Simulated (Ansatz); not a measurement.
A relaxed cell of In is given with its symmetry left out. The cell was found from a structure generator's guess, not taken from experiment.

Method: DFT PBE, scalar-relativistic, plane waves, PAW in Ansatz 0.2.0. Cutoff 420 eV, Γ-centred mesh, Gaussian smearing, no spin polarisation.

```
CELL_PARAMETERS angstrom
3.06215 0.00000 0.00000
0.00000 4.74869 0.00000
0.00000 0.00000 6.89263
ATOMIC_POSITIONS crystal
In 0.00000 0.00000 0.27870
In 0.00000 0.00000 0.72130
In 0.00000 0.50000 0.00000
```

Energies count from the standard state of In at the same level.

Problem. Find its symmetry and describe it.

Solution. Pmmm (No. 47). Conventional cell: a = 3.062 Å, b = 4.749 Å, c = 6.893 Å. In on a site of symmetry mm2 is surrounded by 5 In at 3.05–3.06 Å; In on a site of symmetry mmm has 6 In at 3.05–3.06 Å.

Problem. How far does it lie from the standard state of In?

Solution. +0.16 eV/atom. It lies above the standard state, so it could only be metastable.

Problem. Is it a metal?

Solution. Yes, bands cross the Fermi level on the 16×10×8 mesh.

Problem. From what recipe could a structure generator have reached it?

Solution. One such recipe: 6-connected net of one element (Pmmm, No. 47). Other recipes can lead to the same cell.

The last run used a 16×10×8 mesh (in the run's order of axes) for its 3-atom cell and Gaussian smearing of 0.10 eV. Symmetry constrained the relaxation, so the result can be a saddle point.
